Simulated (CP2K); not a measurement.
Runs of CP2K 2026.2 on BN. The structure is cubic, space group F-43m (No. 216). The conventional cell has a = 3.626 Å, b = 3.626 Å, c = 3.626 Å, α = 90.00°, β = 90.00°, γ = 90.00°. Around N (site symmetry -43m) lie 4 B at 1.57 Å. B (site symmetry -43m) has 4 N at 1.57 Å as nearest neighbours. The cell is a database's computed one.

```csv
potentials or basis,quickstep method,MIXING ALPHA,ADDED_MOS,gap on the mesh (eV),pressure (GPa)
"GTH_POTENTIALS N GTH-PBE-q5, B GTH-PBE-q3; TZVP-MOLOPT-GTH, TZVP-MOLOPT-SR-GTH basis",GPW,0.4,[10],4.55,0.6
"GTH_POTENTIALS N GTH-PBE-q5, B GTH-PBE-q3; SZV-MOLOPT-SR-GTH basis",GPW,0.4,[4],(b),14.8
all electrons (GAPW); pob-DZVP-rev2 basis,GAPW,0.2,[10],(a),-2.3
"GTH_POTENTIALS N GTH-PBE-q5, B GTH-PBE-q3; DZVP-MOLOPT-SR-GTH basis",GPW,0.4,[10],4.60,0.9
"POTENTIAL_UZH N GTH-PBE-q5, B GTH-PBE-q3; DZVP-MOLOPT-PBE-GTH basis",GPW,0.4,[10],4.62,0.5
```

Alike in all rows: task atomic charges; level PBE; no spin polarisation; cell as given; k mesh 13 × 13 × 13; smearing fermi-dirac 0.05 eV.

Problem. Estimate the missing entries.

Solution. (a) 4.83; (b) 8.40.

Caveats: an odd mesh through Γ misses points on the zone boundary, where band edges often lie; the basis of atomic orbitals isn't converged, which shifts pressures, moduli and gaps; a minimal basis gives rough bond lengths, pressures and levels (some runs).

The runs don't all hold the same shells in valence.
